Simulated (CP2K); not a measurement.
Crystal: TiO2.

```
Ti O
1.0
     5.66605    0.00000    0.00000
     2.84948    4.60340    0.00000
    -4.58081   -2.33406    2.76324
Ti O
2 4
Direct
  0.99606 0.00239 0.00214
  0.75522 0.24709 0.50448
  0.20632 0.20536 0.99840
  0.95668 0.45586 0.49939
  0.54838 0.04481 0.50467
  0.78735 0.79449 0.99092
```

The cell isn't the ideal one: all atoms moved at random.

Base run:

```yaml
Program: CP2K 2026.2
Functional: PBE
Potentials_or_basis: POTENTIAL_UZH Ti GTH-PBE-q12, O GTH-PBE-q6; TZVP-MOLOPT-PBE-GTH basis
Density_cutoff: 9524 eV
k_mesh: 8 × 8 × 10
Occupations: fermi-dirac, width 0.05 eV
Spin: no spin polarisation
```

Its results: band gap on the k mesh 1.92 eV, indirect (least direct gap 2.17 eV); pressure -3.9 GPa; largest force 1.196 eV/Å.

Task: The run is repeated on the same cell with these changes: potentials or basis from POTENTIAL_UZH Ti GTH-PBE-q12, O GTH-PBE-q6; TZVP-MOLOPT-PBE-GTH basis to POTENTIAL_UZH Ti GTH-PBE-q12, O GTH-PBE-q6; ccGRB-D basis; basis sets from Ti TZVP-MOLOPT-PBE-GTH-q12, O TZVP-MOLOPT-PBE-GTH-q6 to Ti ccGRB-D-q12, O ccGRB-D-q6. What comes out?

Result: Band gap on the k mesh 1.86 eV, indirect (least direct gap 2.12 eV); pressure -3.2 GPa; largest force 1.214 eV/Å.

Caveats: the basis of atomic orbitals isn't converged, which shifts pressures, moduli and gaps; forces of over 1 eV/Å show positions far from the minimum, so gaps and moduli don't describe the material at rest.

A k mesh can miss the band edges.
